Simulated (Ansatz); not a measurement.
# N in Ansatz: the effect of functional

N:

```
CELL_PARAMETERS angstrom
4.08406 0.00000 0.00000
0.00000 4.08406 0.00000
0.00000 0.00000 5.34591
ATOMIC_POSITIONS crystal
N 0.40428 0.59572 0.50000
N 0.09572 0.09572 0.00000
N 0.59572 0.40428 0.50000
N 0.90428 0.90428 0.00000
```

Alike in all runs:

* Program: Ansatz 0.2.0
* Task: projected density of states
* Potentials or basis: Ansatz PAW
* k mesh: 4 × 4 × 3
* Occupations: fermi-dirac, width 0.05 eV
* Spin: no spin polarisation

```tsv
functional	cutoff	gap on the mesh (eV)	pressure (GPa)	largest force (eV/Å)
LDA	420 eV (not typed: the program's choice for these potentials)	6.75	-2.9	1.69
PBEsol	420 eV (not typed: the program's choice for these potentials)	6.89	-0.8	0.86
r2SCAN	500 eV (not typed: the program's choice for these potentials)	7.60	-2.3	1.82
HSE06	420 eV (not typed: the program's choice for these potentials)	?	?	?
PBE0	420 eV (not typed: the program's choice for these potentials)	10.03	-3.0	2.62
r2SCAN0	500 eV (not typed: the program's choice for these potentials)	10.45	-4.4	3.42
```

Question: What does the run with functional HSE06 give?

Answer: gap on the mesh 9.22 eV; pressure -2.9 GPa; largest force 2.59 eV/Å.

Caveats: odd divisions of the mesh miss points on the zone boundary, where band edges often lie, so the gap on the mesh can be too wide; the PAW data sets come from PBE, with cores solved anew for the run's functional, which leaves a small shift of forces and pressure; forces of over 1 eV/Å show positions far from the minimum, so gaps and moduli don't describe the material at rest (some runs); the thresholds are loose for stress (some runs).

A k mesh can miss the band edges.
